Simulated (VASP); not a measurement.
# Si2Ge (Imma) in VASP: relaxation of cell and atoms with PBE

Aim: the relaxation of cell and atoms of Si2Ge with PBE.

Program: VASP 6.6.1. These are calculated values, not measurements. Logs are shortened: lines on timing, memory, paths and dates and some standing lists are left out, and cuts for length are marked.

**1. The crystal as given**

The structure is orthorhombic, space group Imma (No. 74). The conventional cell has a = 3.890 Å, b = 11.670 Å, c = 5.500 Å, α = 90.00°, β = 90.00°, γ = 90.00°. Si (site symmetry m) is surrounded by 3 Si at 2.38 Å and 1 Ge at 2.38 Å. Around Ge (site symmetry mm2) lie 2 Ge at 2.38 Å and 2 Si at 2.38 Å.

The cell was built by a generator and needn't be a form met in nature.

**2. Relaxation of cell and atoms, PBE**

File INCAR:

```
  PREC = Normal
  ENCUT = 520
  EDIFF = 1E-4
  ISMEAR = 0
  SIGMA = 0.15
  LREAL = F
  LASPH = T
  NELM = 60
  ALGO = Fast
  ISIF = 3
  LWAVE = F
  LCHARG = F
  GGA = PE
  IBRION = 2
  NSW = 24
  EDIFFG = -0.08
```

File KPOINTS:

```
Automatic mesh
0
Gamma
  5 5 5
```

File POSCAR:

```
Si2Ge
1.0
   -1.9450000000      5.8350000000      2.7500000000
    1.9450000000     -5.8350000000      2.7500000000
    1.9450000000      5.8350000000     -2.7500000000
Si Ge
4 2
Direct
    0.2083300000      0.1250000000      0.0833300000
    0.7916700000      0.8750000000      0.9166700000
    0.5416700000      0.1250000000      0.4166700000
    0.4583300000      0.8750000000      0.5833300000
    0.1250000000      0.8750000000      0.2500000000
    0.8750000000      0.1250000000      0.7500000000
```

Potentials or basis: VASP PAW PBE potentials, release 64 (Si, Ge_d).

Started as:

```
$ cat potpaw_PBE.64/Si/POTCAR potpaw_PBE.64/Ge_d/POTCAR > POTCAR
$ mpirun -np 1 vasp_std > vasp.out
```

OUTCAR:

```text
PREC = Normal
   ENCUT = 520
   EDIFF = 1E-4
   ISMEAR = 0
   LREAL = F
   LASPH = T
   NELM = 60
   ISIF = 3
   GGA = PE
   IBRION = 2
   NSW = 24
   EDIFFG = -0.08

 ion  position               nearest neighbor table
   1  0.208  0.125  0.083-   2 2.38   4 2.38   4 2.38   5 2.38
   2  0.792  0.875  0.917-   1 2.38   3 2.38   3 2.38   6 2.38
   3  0.542  0.125  0.417-   4 2.38   2 2.38   2 2.38   5 2.38
   4  0.458  0.875  0.583-   3 2.38   1 2.38   1 2.38   6 2.38
   5  0.125  0.875  0.250-   6 2.38   6 2.38   3 2.38   1 2.38
   6  0.875  0.125  0.750-   5 2.38   5 2.38   4 2.38   2 2.38

  LATTYP: Found a body centered orthorhombic cell.
 ALAT       =     3.8900000000
 B/A-ratio  =     1.4138817481
 C/A-ratio  =     3.0000000000

  Lattice vectors:

 A1 = (   1.9450000000,  -5.8350000000,  -2.7500000000)
 A2 = (  -1.9450000000,  -5.8350000000,   2.7500000000)
 A3 = (  -1.9450000000,   5.8350000000,  -2.7500000000)

Analysis of symmetry for initial positions (statically):
=====================================================================
 Subroutine PRICEL returns:
 Original cell was already a primitive cell.

 Routine SETGRP: Setting up the symmetry group for a
 body centered orthorhombic supercell.

 Subroutine GETGRP returns: Found  8 space group operations
 (whereof  4 operations were pure point group operations)
 out of a pool of  8 trial point group operations.

The static configuration has the point symmetry C_2h.
 The point group associated with its full space group is D_2h.

Analysis of symmetry for dynamics (positions and initial velocities):
=====================================================================
 Subroutine PRICEL returns:
 Original cell was already a primitive cell.

 Routine SETGRP: Setting up the symmetry group for a
 body centered orthorhombic supercell.

 Subroutine GETGRP returns: Found  8 space group operations
 (whereof  4 operations were pure point group operations)
 out of a pool of  8 trial point group operations.

The dynamic configuration has the point symmetry C_2h.
 The point group associated with its full space group is D_2h.

 Subroutine INISYM returns: Found  8 space group operations
 (whereof  4 operations are pure point group operations),
 and found     1 'primitive' translations

----------------------------------------------------------------------------------------

                                     Primitive cell

  volume of cell :     124.8398

  direct lattice vectors                    reciprocal lattice vectors
    -1.945000000  5.835000000  2.750000000     0.000000000  0.085689803  0.181818182
     1.945000000 -5.835000000  2.750000000     0.257069409  0.000000000  0.181818182
     1.945000000  5.835000000 -2.750000000     0.257069409  0.085689803  0.000000000

  length of vectors
     6.737414192  6.737414192  6.737414192     0.200998989  0.314869071  0.270974949

  position of ions in fractional coordinates (direct lattice)
     0.208330000  0.125000000  0.083330000
     0.791670000  0.875000000  0.916670000
     0.541670000  0.125000000  0.416670000
     0.458330000  0.875000000  0.583330000
     0.125000000  0.875000000  0.250000000
     0.875000000  0.125000000  0.750000000

  ion indices of the primitive-cell ions
   primitive index   ion index
                 1           1
                 2           2
                 3           3
                 4           4
                 5           5
                 6           6

----------------------------------------------------------------------------------------

 KPOINTS: Automatic mesh

Automatic generation of k-mesh.
 Grid dimensions read from file:
 generate k-points for:    5    5    5

 Generating k-lattice:

  Cartesian coordinates                     Fractional coordinates (reciprocal lattice)
     0.000000000  0.017137961  0.036363636     0.200000000  0.000000000 -0.000000000
     0.051413882  0.000000000  0.036363636     0.000000000  0.200000000 -0.000000000
     0.051413882  0.017137961  0.000000000     0.000000000  0.000000000  0.200000000

  Length of vectors
     0.040199798  0.062973814  0.054194990

  Shift w.r.t. Gamma in fractional coordinates (k-lattice)
     0.000000000  0.000000000  0.000000000

 Subroutine IBZKPT returns following result:
 ===========================================

 Found     27 irreducible k-points:

 Following reciprocal coordinates:
            Coordinates               Weight
  0.000000  0.000000  0.000000      1.000000
  0.200000  0.000000  0.000000      4.000000
  0.400000  0.000000  0.000000      4.000000
  0.000000  0.200000 -0.000000      4.000000
  0.200000  0.200000  0.000000      8.000000
  0.400000  0.200000  0.000000      8.000000
[... 16 lines left out ...]
 -0.400000 -0.200000  0.200000      4.000000
 -0.200000 -0.200000  0.200000      2.000000
 [... further k-points ...]
   k-points           NKPTS =     27   k-points in BZ     NKDIM =     27   number of bands    NBANDS=     26
   number of dos      NEDOS =    301   number of ions     NIONS =      6
   total plane-waves  NPLWV =  64000
   dimension x,y,z NGX =    40 NGY =   40 NGZ =   40
   dimension x,y,z NGXF=    80 NGYF=   80 NGZF=   80
   ions per type =               4   2
   NGX,Y,Z   is equivalent  to a cutoff of   9.87,  9.87,  9.87 a.u.
   NGXF,Y,Z  is equivalent  to a cutoff of  19.74, 19.74, 19.74 a.u.
 SYSTEM =  unknown system
   PREC   = normal    normal or accurate (medium, high low for compatibility)
   ISTART =      0    job   : 0-new  1-cont  2-samecut
   ICHARG =      2    charge: 1-file 2-atom 10-const
   ISPIN  =      1    spin polarized calculation?
   LNONCOLLINEAR =      F non collinear calculations
   LSORBIT =      F    spin-orbit coupling
   LASPH  =      T    aspherical Exc in radial PAW
   ENCUT  =  520.0 eV  38.22 Ry    6.18 a.u.  12.53 12.53 12.53*2*pi/ulx,y,z
   NELM   =     60;   NELMIN=  2; NELMDL= -5     # of ELM steps
   EDIFF  = 0.1E-03   stopping-criterion for ELM
   LREAL  =      F    real-space projection
   EDIFFG = -.8E-01   stopping-criterion for IOM
   NSW    =     24    number of steps for IOM
   IBRION =      2    ionic relax: 0-MD 1-quasi-New 2-CG
   NFREE  =      1    steps in history (QN), initial steepest desc. (CG)
   ISIF   =      3    stress and relaxation
   ISYM   =      2    0-nonsym 1-usesym 2-fastsym
   POTIM  = 0.5000    time-step for ionic-motion
   TEBEG  =    0.0;   TEEND  =   0.0 temperature during run
   PSTRESS=    0.0 pullay stress
   NELECT =      44.0000    total number of electrons
   NUPDOWN=      -1.0000    fix difference up-down
   EMIN   =  10.00;   EMAX   =-10.00  energy-range for DOS
   EFERMI =   0.00;   METHOD = LEGACY
   ISMEAR =     0;   SIGMA  =   0.15  broadening in eV -4-tet -1-fermi 0-gaus
   EFERMI_NEDOS =   21; number of points for ismear=-14 and -15
   IALGO  =     68    algorithm
   IMIX   =      4    mixing-type and parameters
     AMIX     =   0.40;   BMIX     =  1.00
     AMIX_MAG =   1.60;   BMIX_MAG =  1.00
  volume/ion in A,a.u.               =      20.81       140.41
  Fermi-wavevector in a.u.,A,eV,Ry     =   1.156400  2.185279 18.194533  1.337260
  Thomas-Fermi vector in A             =   2.293020
   LORBIT       =      0    0 simple, 1 ext, 2 COOP (PROOUT), +10 PAW based schemes
   GGA     = PE    functional components
   LHFCALC =     F    Hartree Fock is set to
   AEXX    =    0.0000 exact exchange contribution
   IVDW    =     0    specifies the selected vdW correction
   LEPSILON=     F    determine dielectric tensor
   LRPA    =     F    only Hartree local field effects (RPA)
 conjugate gradient relaxation of ions
 non-spin polarized calculation
 RMM-DIIS sequential band-by-band and
 Gauss-broadening in eV      SIGMA  =   0.15
  energy-cutoff  :      520.00
  volume of cell :      124.84
 maximum number of plane-waves:      3389
   NGX = 25   NGY = 25   NGZ = 25

--------------------------------------- Ionic step        1  -------------------------------------------

 number of electron      43.9999970 magnetization

 Free energy of the ion-electron system (eV)
  ---------------------------------------------------
  ext. energy  EPLUGINS =         0.00000000
  ---------------------------------------------------
  free energy    TOTEN  =       -30.52450236 eV

  energy without entropy =      -30.52430951  energy(sigma->0) =      -30.52440594

------------------------ aborting loop because EDIFF is reached ----------------------------------------

  FORCE on cell =-STRESS in cart. coord.  units (eV):
  Direction    XX          YY          ZZ          XY          YZ          ZX
  --------------------------------------------------------------------------------------
  -------------------------------------------------------------------------------------
  Total        2.7151766      2.2149668      2.2151199      0.0000000      0.0000000      0.0000000
  in kB       34.8462077     28.4265822     28.4285475      0.0000000      0.0000000      0.0000000
  external PRESSURE =      30.5671125 kB  Pullay stress =       0.0000000 kB
[... 101 lines left out ...]
  FREE ENERGIE OF THE ION-ELECTRON SYSTEM (eV)
  ---------------------------------------------------
  free  energy   TOTEN  =       -30.5909256440 eV

  energy  without entropy=      -30.5908119207  energy(sigma->0) =      -30.59086878

[... ionic steps 4 to 7 ...]

--------------------------------------- Ionic step        8  -------------------------------------------

 number of electron      44.0000042 magnetization

------------------------ aborting loop because EDIFF is reached ----------------------------------------

  FORCE on cell =-STRESS in cart. coord.  units (eV):
  Direction    XX          YY          ZZ          XY          YZ          ZX
  --------------------------------------------------------------------------------------
  -------------------------------------------------------------------------------------
  Total        0.4212410      0.2822520      0.3152288      0.0000000      0.0000000      0.0000000
  in kB        5.2501452      3.5178532      3.9288599      0.0000000      0.0000000      0.0000000
  external PRESSURE =       4.2322861 kB  Pullay stress =       0.0000000 kB
[... 65 lines left out ...]
  energy  without entropy=      -30.6182259616  energy(sigma->0) =      -30.61835856

--------------------------------------- Ionic step       10  -------------------------------------------

 number of electron      44.0000035 magnetization

 Free energy of the ion-electron system (eV)
  ---------------------------------------------------
  ext. energy  EPLUGINS =         0.00000000
  ---------------------------------------------------
  free energy    TOTEN  =       -30.61832350 eV

  energy without entropy =      -30.61807959  energy(sigma->0) =      -30.61820154

 E-fermi :   5.5729     XC(G=0):  -9.5051

 val. band max:        5.3287022845   @ k =   0.0000   0.0000   0.0000
 cond. band min:       5.8528390489   @ k =  -0.4000   0.4000   0.2000
 fundamental gap:      0.5241367644
 Fermi energy:         5.5729351808

 k-point     1 :       0.0000    0.0000    0.0000
  band No.  band energies     occupation
      1     -19.1335      2.00000
      2     -19.0471      2.00000
      3     -19.0390      2.00000
      4     -19.0086      2.00000
      5     -18.9995      2.00000
      6     -18.9509      2.00000
[... 685 lines left out ...]
     25       7.3594      0.00000
     26       8.4838      0.00000

 [... further k-points ...]

------------------------ aborting loop because EDIFF is reached ----------------------------------------

  FORCE on cell =-STRESS in cart. coord.  units (eV):
  Direction    XX          YY          ZZ          XY          YZ          ZX
  --------------------------------------------------------------------------------------
  -------------------------------------------------------------------------------------
  Total       -0.1329242     -0.4219738     -0.2613302      0.0000000      0.0000000      0.0000000
  in kB       -1.6614148     -5.2742336     -3.2663562      0.0000000      0.0000000      0.0000000
  external PRESSURE =      -3.4006682 kB  Pullay stress =       0.0000000 kB
[... 21 lines left out ...]
  FREE ENERGIE OF THE ION-ELECTRON SYSTEM (eV)
  ---------------------------------------------------
  free  energy   TOTEN  =       -30.6183234954 eV

  energy  without entropy=      -30.6180795935  energy(sigma->0) =      -30.61820154

 reached required accuracy - stopping structural energy minimisation
```

Run time: 6.3 min. Hardware: 1 thread of AMD EPYC 7R13 (Zen 3), shared host; peak memory 0.26 GiB.

What came out:

* Free energy: -30.6183 eV
* Relaxed volume: 21.36 Å³/atom
* Relaxed cell: a = 6.799 Å, b = 6.799 Å, c = 6.799 Å, α = 146.40°, β = 59.92°, γ = 131.93°
* Space group after relaxing (to 0.05 Å): Imma (No. 74)
* Energy gained by relaxing: 15.6 meV/atom
* Ionic steps: 10
* Pressure after relaxing: -0.3 GPa
* Largest force after relaxing: 0.068 eV/Å
* Band gap on the k mesh: 0.52 eV, indirect (least direct gap 0.99 eV)

Forces on the atoms (eV/Å):
```
Si   0.000 -0.064 -0.020
Si   0.000  0.064  0.020
Si   0.000  0.064 -0.020
Si   0.000 -0.064  0.020
Ge   0.000  0.000  0.068
Ge   0.000  0.000 -0.068
```

The path:
```tsv
step	energy change (eV)	largest force (eV/Å)	pressure (GPa)	volume (Å³)
1	0.0000	0.5763	3.06	124.84
2	-0.0564	0.2479	-1.18	132.15
3	-0.0664	0.3089	-1.81	129.89
4	-0.0644	0.3336	0.17	129.07
5	-0.0659	0.3186	-1.06	129.54
6	-0.0657	0.3231	-0.14	129.45
7	-0.0861	0.1802	0.28	128.80
8	-0.0906	0.1291	0.42	128.55
9	-0.0940	0.0568	0.60	128.05
10	-0.0938	0.0682	-0.34	128.18
```

Final structure:
```
CELL_PARAMETERS angstrom
-1.96492 5.89018 2.76887
1.96492 -5.89018 2.76887
1.96492 5.89018 -2.76887
ATOMIC_POSITIONS crystal
Si 0.20941 0.12899 0.08042
Si 0.79059 0.87101 0.91958
Si 0.54857 0.12899 0.41958
Si 0.45143 0.87101 0.58042
Ge 0.13261 0.88261 0.25000
Ge 0.86739 0.11739 0.75000
```

Levels at points of the mesh, in eV from the valence-band top:
```
           k point  band 20  band 21  band 22  band 23  band 24  band 25
(0.00, 0.00, 0.00)    -0.03    -0.02     0.00     1.20     1.57     2.03
```

Caveat: an odd mesh through Γ misses points on the zone boundary, where band edges often lie; the relaxation stopped at a loose force limit of 0.08 eV/Å, so its end isn't a converged minimum.
